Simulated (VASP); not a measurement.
# SnSe in VASP: notebook, part 2 of 2

VASP 6.6.1. The steps go on from the part before.

### 3 Relaxation of the atoms, RPBE

Contents of INCAR:

```
SYSTEM = SnSe
ALGO = Fast ; DIPOL = 0.5 0.5 0.500
EDIFF = 1E-6 ; EDIFFG = -0.005
ENCUT = 520 ; GGA = RP
IBRION = 2 ; IDIPOL = 3
ISIF = 2 ; ISMEAR = -1
LASPH = .True. ; LCHARG = .False.
LDIPOL = .True. ; LREAL = .False.
LWAVE = .False. ; NELM = 80
NSW = 40 ; PREC = Accurate
SIGMA = 0.05
```

Contents of KPOINTS:

```
k-points
0
Gamma
  5 5 1
  0 0 0
```

Contents of POSCAR:

```
SnSe
1.0
    4.2567828227      0.0000000000      0.0000000000
    0.0000000000      4.2567828227      0.0000000000
    0.0000000000      0.0000000000     24.0300000000
Sn Se
4 4
Selective dynamics
Direct
    0.5000000000      0.5000000000      0.3121098627  F F F
    0.0000000000      0.0000000000      0.4373699542  F F F
    0.5000000000      0.5000000000      0.5626300458  T T T
    0.0000000000      0.0000000000      0.6878901373  T T T
    0.0000000000      0.0000000000      0.3121098627  F F F
    0.5000000000      0.5000000000      0.4373699542  F F F
    0.0000000000      0.0000000000      0.5626300458  T T T
    0.5000000000      0.5000000000      0.6878901373  T T T
```

Potentials or basis: VASP PAW PBE potentials, release 64 (Sn_d, Se).

On the command line:

```console
> cat potpaw_PBE.64/Sn_d/POTCAR potpaw_PBE.64/Se/POTCAR > POTCAR
> mpirun -np 1 vasp_std > vasp.out
```

OUTCAR:

```text
SYSTEM = SnSe
   EDIFF = 1E-6
   EDIFFG = -0.005
   ENCUT = 520
   GGA = RP
   IBRION = 2
   ISIF = 2
   ISMEAR = -1
   LASPH = .True.
   LREAL = .False.
   NELM = 80
   NSW = 40
   PREC = Accurate

 ion  position               nearest neighbor table
   1  0.500  0.500  0.312-   6 3.01   5 3.01   5 3.01   5 3.01   5 3.01
   2  0.000  0.000  0.437-   5 3.01   6 3.01   6 3.01   6 3.01   6 3.01   7 3.01
   3  0.500  0.500  0.563-   8 3.01   7 3.01   7 3.01   7 3.01   7 3.01   6 3.01
   4  0.000  0.000  0.688-   7 3.01   8 3.01   8 3.01   8 3.01   8 3.01
   5  0.000  0.000  0.312-   2 3.01   1 3.01   1 3.01   1 3.01   1 3.01
   6  0.500  0.500  0.437-   1 3.01   2 3.01   2 3.01   2 3.01   2 3.01   3 3.01
   7  0.000  0.000  0.563-   4 3.01   3 3.01   3 3.01   3 3.01   3 3.01   2 3.01
   8  0.500  0.500  0.688-   3 3.01   4 3.01   4 3.01   4 3.01   4 3.01

  LATTYP: Found a simple tetragonal cell.
 ALAT       =     4.2567828227
 C/A-ratio  =     5.6451082897

  Lattice vectors:

 A1 = (   4.2567828227,   0.0000000000,   0.0000000000)
 A2 = (   0.0000000000,   4.2567828227,   0.0000000000)
 A3 = (   0.0000000000,   0.0000000000,  24.0300000000)

Analysis of symmetry for initial positions (statically):
=====================================================================
 Subroutine PRICEL returns:
 Original cell was already a primitive cell.

 Routine SETGRP: Setting up the symmetry group for a
 simple tetragonal supercell.

 Subroutine GETGRP returns: Found 16 space group operations
 (whereof  8 operations were pure point group operations)
 out of a pool of 16 trial point group operations.

The static configuration has the point symmetry C_4v.
 The point group associated with its full space group is D_4h.

Analysis of symmetry for dynamics (positions and initial velocities):
=====================================================================
 Subroutine PRICEL returns:
 Original cell was already a primitive cell.

[... 169 lines left out ...]

  FORCE on cell =-STRESS in cart. coord.  units (eV):
  Direction    XX          YY          ZZ          XY          YZ          ZX
  --------------------------------------------------------------------------------------
  -------------------------------------------------------------------------------------
  Total        2.4602410      2.4602410     -0.4137980      0.0000000      0.0000000     -0.0000000
  in kB        9.0525615      9.0525615     -1.5225873      0.0000000      0.0000000     -0.0000000
  external PRESSURE =       5.5275119 kB  Pullay stress =       0.0000000 kB
[... 107 lines left out ...]
  FREE ENERGIE OF THE ION-ELECTRON SYSTEM (eV)
  ---------------------------------------------------
  free  energy   TOTEN  =       -29.8940118514 eV

  energy  without entropy=      -29.8938236179  energy(sigma->0) =      -29.89391773

 dipolmoment           0.000000      0.000000      0.000011 electrons x Angstroem

 vacuum level on the upper side and lower side of the slab       (xc-potential included)        -0.038         0.015

[... ionic steps 4 to 23 ...]

--------------------------------------- Ionic step       24  -------------------------------------------

 number of electron      79.9999998 magnetization

------------------------ aborting loop because EDIFF is reached ----------------------------------------
[... 79 lines left out ...]
--------------------------------------- Ionic step       26  -------------------------------------------

 number of electron      79.9999999 magnetization

 dipolmoment           0.000000      0.000000     -0.002924 electrons x Angstroem

 Free energy of the ion-electron system (eV)
  ---------------------------------------------------
  ext. energy  EPLUGINS =         0.00000000
  ---------------------------------------------------
  free energy    TOTEN  =       -29.94402220 eV

  energy without entropy =      -29.94383131  energy(sigma->0) =      -29.94392676

 E-fermi :   1.1625     XC(G=0):  -5.3226

 val. band max:        0.7858847107   @ k =   0.4000   0.0000   0.0000
 cond. band min:       1.5289943922   @ k =   0.4000   0.0000   0.0000
 fundamental gap:      0.7431096815
 Fermi energy:         1.1625068347

 k-point     1 :       0.0000    0.0000    0.0000
  band No.  band energies     occupation
      1     -20.9094      2.00000
      2     -20.8946      2.00000
      3     -20.8875      2.00000
      4     -20.8835      2.00000
      5     -20.8835      2.00000
      6     -20.8751      2.00000
[... 295 lines left out ...]
     47       5.0958      0.00000
     48       5.3690      0.00000

------------------------ aborting loop because EDIFF is reached ----------------------------------------

 vacuum level on the upper side and lower side of the slab       (xc-potential included)        -0.181        -0.140

  FORCE on cell =-STRESS in cart. coord.  units (eV):
  Direction    XX          YY          ZZ          XY          YZ          ZX
  --------------------------------------------------------------------------------------
  -------------------------------------------------------------------------------------
  Total        3.1945276      3.1945276     -2.1049513      0.0000000      0.0000000      0.0000000
  in kB       11.7544001     11.7544001     -7.7452579      0.0000000      0.0000000      0.0000000
  external PRESSURE =       5.2545141 kB  Pullay stress =       0.0000000 kB
[... 23 lines left out ...]
  FREE ENERGIE OF THE ION-ELECTRON SYSTEM (eV)
  ---------------------------------------------------
  free  energy   TOTEN  =       -29.9440222010 eV

  energy  without entropy=      -29.9438313124  energy(sigma->0) =      -29.94392676

 reached required accuracy - stopping structural energy minimisation

 vacuum level on the upper side and lower side of the slab         4.642         4.682
```

Wall time 36 min (1 thread of Intel Xeon Platinum 8488C (Sapphire Rapids), shared host); peak memory 0.54 GiB.

What came out:

* Free energy: -29.9440 eV
* Energy gained by relaxing: 14.3 meV/atom
* Ionic steps: 26
* Band gap on the k mesh: 0.74 eV, direct

The path:
| step | energy change (eV) | largest force (eV/Å) | pressure (GPa) |
| --- | --- | --- | --- |
| 1 | 0.0000 | 0.4586 | 0.55 |
| 2 | -0.0207 | 0.4593 | 0.58 |
| 3 | -0.0647 | 0.4748 | 0.69 |
| 4 | -0.0308 | 0.7020 | 1.13 |
| 5 | -0.0746 | 0.4883 | 0.78 |
| 6 | -0.0752 | 0.4932 | 0.81 |
| 7 | -0.0793 | 0.4876 | 0.79 |
| 8 | -0.0873 | 0.4730 | 0.73 |
| 9 | -0.0865 | 0.4469 | 0.64 |
| 10 | -0.0897 | 0.4608 | 0.69 |
| 11 | -0.0920 | 0.4549 | 0.67 |
| 12 | -0.0980 | 0.4417 | 0.64 |
| 13 | -0.1063 | 0.4190 | 0.57 |
| 14 | -0.1099 | 0.3991 | 0.45 |
| 15 | -0.1104 | 0.3949 | 0.48 |
| 16 | -0.1120 | 0.3999 | 0.49 |
| 17 | -0.1142 | 0.4162 | 0.54 |
| 18 | -0.1142 | 0.4172 | 0.55 |
| 19 | -0.1145 | 0.4179 | 0.54 |
| 20 | -0.1145 | 0.4189 | 0.53 |
| 21 | -0.1146 | 0.4179 | 0.52 |
| 22 | -0.1147 | 0.4185 | 0.52 |
| 23 | -0.1147 | 0.4179 | 0.52 |
| 24 | -0.1147 | 0.4184 | 0.52 |
| 25 | -0.1147 | 0.4176 | 0.52 |
| 26 | -0.1147 | 0.4182 | 0.53 |

Final structure:
```cif
data_structure
_symmetry_space_group_name_H-M 'P 1'
_symmetry_Int_Tables_number 1
_cell_length_a 4.2568
_cell_length_b 4.2568
_cell_length_c 24.0300
_cell_angle_alpha 90.000
_cell_angle_beta 90.000
_cell_angle_gamma 90.000
_cell_volume 435.43
loop_
_atom_site_label
_atom_site_type_symbol
_atom_site_fract_x
_atom_site_fract_y
_atom_site_fract_z
_atom_site_occupancy
Sn1 Sn 0.50000 0.50000 0.31211 1
Sn2 Sn 0.00000 0.00000 0.43737 1
Sn3 Sn 0.50000 0.50000 0.57895 1
Sn4 Sn 0.00000 0.00000 0.69558 1
Se1 Se 0.00000 0.00000 0.31211 1
Se2 Se 0.50000 0.50000 0.43737 1
Se3 Se 0.00000 0.00000 0.57794 1
Se4 Se 0.50000 0.50000 0.69730 1
```

Levels at points of the mesh, in eV from the valence-band top:
| k point | band 36 | band 37 | band 38 | band 39 | band 40 | band 41 | band 42 | band 43 | band 44 | band 45 |
| --- | --- | --- | --- | --- | --- | --- | --- | --- | --- | --- |
| (0.00, 0.00, 0.00) | -2.39 | -2.20 | -2.20 | -1.34 | -1.09 | 1.22 | 2.07 | 3.41 | 3.42 | 3.61 |

Caveat: the PAW data sets were made with another functional, which shifts forces and pressure a little; spin-orbit coupling is left out, which moves the levels of the heavy elements; without dispersion, layers of such crystals drift apart on relaxing, which shifts levels and gaps; volumes and pressures include the vacuum.

### 4 Relaxation of the atoms, revPBE

INCAR: that of step 3 with these lines changed.

```diff
@@ -3,3 +3,3 @@
 EDIFF = 1E-6 ; EDIFFG = -0.005
-ENCUT = 520 ; GGA = RP
+ENCUT = 520 ; GGA = RE
 IBRION = 2 ; IDIPOL = 3
```

KPOINTS is that of step 3.

POSCAR is that of step 3.

On the command line:

```console
> cat potpaw_PBE.64/Sn_d/POTCAR potpaw_PBE.64/Se/POTCAR > POTCAR
> mpirun -np 1 vasp_std > vasp.out
```

It took 31 min on 1 thread of Intel Xeon Platinum 8488C (Sapphire Rapids), shared host; peak memory 0.54 GiB.

It converged, with:

```
Free energy               : -30.2575 eV
Energy gained by relaxing : 13.3 meV/atom
Ionic steps               : 31
Band gap on the k mesh    : 0.72 eV, direct
```

Step by step:
```
step  energy change (eV)  largest force (eV/Å)  pressure (GPa)
   1              0.0000                0.4557            0.34
   2             -0.0214                0.4574            0.36
   3             -0.0665                0.4764            0.49
   4             -0.0239                0.7487            0.97
   5             -0.0756                0.4900            0.58
   6             -0.0762                0.4951            0.62
   7             -0.0794                0.4917            0.60
   8             -0.0849                0.4818            0.57
   9             -0.0876                0.4741            0.53
  10             -0.0937                0.4550            0.49
  11             -0.0985                0.4218            0.40
  12             -0.1009                0.4161            0.38
  13             -0.1048                0.4230            0.33
  14             -0.1050                0.4282            0.31
  15             -0.1059                0.4314            0.34
  16             -0.1060                0.4328            0.36
  17             -0.1060                0.4335            0.37
  18             -0.1060                0.4329            0.36
  19             -0.1061                0.4335            0.36
  20             -0.1061                0.4335            0.36
  21             -0.1061                0.4335            0.36
  22             -0.1061                0.4338            0.36
  23             -0.1061                0.4329            0.36
  24             -0.1061                0.4335            0.36
  25             -0.1061                0.4331            0.36
  26             -0.1061                0.4339            0.36
  27             -0.1061                0.4328            0.36
  28             -0.1061                0.4324            0.36
  29             -0.1061                0.4330            0.36
  30             -0.1061                0.4325            0.36
  31             -0.1061                0.4330            0.36
```

Final structure:
```
CELL_PARAMETERS angstrom
4.25678 0.00000 0.00000
0.00000 4.25678 0.00000
0.00000 0.00000 24.03000
ATOMIC_POSITIONS crystal
Sn 0.50000 0.50000 0.31211
Sn 0.00000 0.00000 0.43737
Sn 0.50000 0.50000 0.57700
Sn 0.00000 0.00000 0.69332
Se 0.00000 0.00000 0.31211
Se 0.50000 0.50000 0.43737
Se 0.00000 0.00000 0.57583
Se 0.50000 0.50000 0.69531
```

Levels at points of the mesh, in eV from the valence-band top:
| k point | band 38 | band 39 | band 40 | band 41 | band 42 | band 43 |
| --- | --- | --- | --- | --- | --- | --- |
| (0.00, 0.00, 0.00) | -2.19 | -1.37 | -1.09 | 1.24 | 2.13 | 3.37 |

Caveat: the PAW data sets were made with another functional, which shifts forces and pressure a little; spin-orbit coupling is left out, which moves the levels of the heavy elements; without dispersion, layers of such crystals drift apart on relaxing, which shifts levels and gaps; volumes and pressures include the vacuum.

### 5 Relaxation of the atoms, PW91

INCAR: that of step 4 with these lines changed.

```diff
@@ -3,3 +3,3 @@
 EDIFF = 1E-6 ; EDIFFG = -0.005
-ENCUT = 520 ; GGA = RE
+ENCUT = 520 ; GGA = 91
 IBRION = 2 ; IDIPOL = 3
```

KPOINTS is that of step 4.

POSCAR is that of step 4.

On the command line:

```console
> cat potpaw_PBE.64/Sn_d/POTCAR potpaw_PBE.64/Se/POTCAR > POTCAR
> mpirun -np 1 vasp_std > vasp.out
```

Wall time 33 min (1 thread of Intel Xeon Platinum 8488C (Sapphire Rapids), shared host); peak memory 0.54 GiB.

Results (log left out):

```yaml
Free_energy: -32.7087 eV
Energy_gained_by_relaxing: 11.0 meV/atom
Ionic_steps: 28
Band_gap_on_the_k_mesh: 0.68 eV, direct
```

The path:
```
step  energy change (eV)  largest force (eV/Å)  pressure (GPa)
   1              0.0000                0.4447           -0.22
   2             -0.0227                0.4482           -0.18
   3             -0.0694                0.4727           -0.04
   4             -0.0065                0.8129            0.52
   5             -0.0769                0.4861            0.04
   6             -0.0775                0.4922            0.08
   7             -0.0775                0.4906            0.06
   8             -0.0787                0.4887            0.06
   9             -0.0798                0.4875            0.05
  10             -0.0799                0.4831            0.03
  11             -0.0802                0.4858            0.03
  12             -0.0810                0.4815            0.03
  13             -0.0830                0.4730            0.01
  14             -0.0860                0.4566           -0.02
  15             -0.0878                0.4545           -0.08
  16             -0.0878                0.4509           -0.08
  17             -0.0881                0.4548           -0.08
  18             -0.0882                0.4555           -0.08
  19             -0.0882                0.4582           -0.08
  20             -0.0882                0.4557           -0.08
  21             -0.0882                0.4575           -0.08
  22             -0.0883                0.4573           -0.09
  23             -0.0883                0.4568           -0.09
  24             -0.0883                0.4584           -0.09
  25             -0.0883                0.4563           -0.09
  26             -0.0883                0.4559           -0.09
  27             -0.0883                0.4574           -0.09
  28             -0.0883                0.4559           -0.09
```

Final structure:
```xyz
8
Lattice="4.2568 0.0000 0.0000 0.0000 4.2568 0.0000 0.0000 0.0000 24.0300" Properties=species:S:1:pos:R:3 pbc="T T T"
Sn    2.1284    2.1284    7.5000
Sn    0.0000    0.0000   10.5100
Sn    2.1284    2.1284   13.7592
Sn    4.2568    0.0000   16.5522
Se    0.0000    0.0000    7.5000
Se    2.1284    2.1284   10.5100
Se    0.0000    4.2568   13.7337
Se    2.1284    2.1284   16.5991
```

Levels at points of the mesh, in eV from the valence-band top:
```csv
k point,band 37,band 38,band 39,band 40,band 41,band 42,band 43,band 44
"(0.00, 0.00, 0.00)",-2.18,-2.18,-1.42,-1.06,1.25,2.18,3.31,3.35
```

Caveat: the PAW data sets were made with another functional, which shifts forces and pressure a little; spin-orbit coupling is left out, which moves the levels of the heavy elements; without dispersion, layers of such crystals drift apart on relaxing, which shifts levels and gaps; volumes and pressures include the vacuum.

### 6 Relaxation of the atoms, vdW-DF-cx

Contents of INCAR:

```
SYSTEM = SnSe
AGGAC = 0.0 ; ALGO = Fast
DIPOL = 0.5 0.5 0.500 ; EDIFF = 1E-6
EDIFFG = -0.005 ; ENCUT = 520
GGA = CX ; IBRION = 2
IDIPOL = 3 ; ISIF = 2
ISMEAR = -1 ; LASPH = .True.
LCHARG = .False. ; LDIPOL = .True.
LREAL = .False. ; LUSE_VDW = .True.
LWAVE = .False. ; NELM = 80
NSW = 40 ; PREC = Accurate
SIGMA = 0.05
```

KPOINTS is that of step 5.

POSCAR is that of step 5.

Potentials or basis: VASP PAW PBE potentials, release 64 (Sn_d, Se).

On the command line:

```console
> cat potpaw_PBE.64/Sn_d/POTCAR potpaw_PBE.64/Se/POTCAR > POTCAR
> mpirun -np 1 vasp_std > vasp.out
```

Run time: 50 min. Hardware: 1 thread of Intel Xeon Platinum 8488C (Sapphire Rapids), shared host; peak memory 1.3 GiB.

It converged, with:

| Quantity | Value |
| --- | --- |
| Free energy | -13.8331 eV |
| Energy gained by relaxing | 11.9 meV/atom |
| Ionic steps | 13 |
| Band gap on the k mesh | 0.64 eV, direct |

The path:
```csv
step,energy change (eV),largest force (eV/Å),pressure (GPa)
1,0.0000,0.4438,-1.17
2,-0.0282,0.4578,-1.12
3,-0.0865,0.4942,-0.93
4,0.0166,0.9530,-0.20
5,-0.0941,0.5060,-0.84
6,-0.0951,0.5115,-0.80
7,-0.0950,0.5102,-0.81
8,-0.0952,0.5125,-0.81
9,-0.0952,0.5127,-0.81
10,-0.0952,0.5125,-0.80
11,-0.0952,0.5125,-0.80
12,-0.0952,0.5126,-0.80
13,-0.0952,0.5128,-0.80
```

Final structure:
```cif
data_structure
_symmetry_space_group_name_H-M 'P 1'
_symmetry_Int_Tables_number 1
_cell_length_a 4.2568
_cell_length_b 4.2568
_cell_length_c 24.0300
_cell_angle_alpha 90.000
_cell_angle_beta 90.000
_cell_angle_gamma 90.000
_cell_volume 435.43
loop_
_atom_site_label
_atom_site_type_symbol
_atom_site_fract_x
_atom_site_fract_y
_atom_site_fract_z
_atom_site_occupancy
Sn1 Sn 0.50000 0.50000 0.31211 1
Sn2 Sn 0.00000 0.00000 0.43737 1
Sn3 Sn 0.50000 0.50000 0.56757 1
Sn4 Sn 0.00000 0.00000 0.68309 1
Se1 Se 0.00000 0.00000 0.31211 1
Se2 Se 0.50000 0.50000 0.43737 1
Se3 Se 0.00000 0.00000 0.56681 1
Se4 Se 0.50000 0.50000 0.68476 1
```

Levels at points of the mesh, in eV from the valence-band top:
```
           k point  band 36  band 37  band 38  band 39  band 40  band 41  band 42  band 43  band 44  band 45
(0.00, 0.00, 0.00)    -2.41    -2.15    -2.15    -1.49    -1.01     1.26     2.17     3.22     3.30     3.36
```

Caveat: the PAW data sets were made with another functional, which shifts forces and pressure a little; spin-orbit coupling is left out, which moves the levels of the heavy elements.

### 7 Overview

```csv
level,gap on the mesh (eV)
PBEsol,0.58
RPBE,0.74
revPBE,0.72
PW91,0.68
vdW-DF-cx,0.64
```

Alike in all rows: task relaxation of the atoms; potentials or basis VASP PAW PBE potentials, release 64 (Sn_d, Se); no spin polarisation; cell atoms relaxed; k mesh 5 × 5 × 1; cutoff (eV) 520; smearing fermi-dirac 0.05 eV.

Caveats: the PAW data sets were made with another functional, which shifts forces and pressure a little; spin-orbit coupling is left out, which moves the levels of the heavy elements; without dispersion, layers of such crystals drift apart on relaxing, which shifts levels and gaps (some runs); volumes and pressures include the vacuum (some runs).

Total energies depend on the potentials used, so only differences within one code and one set of settings carry meaning.
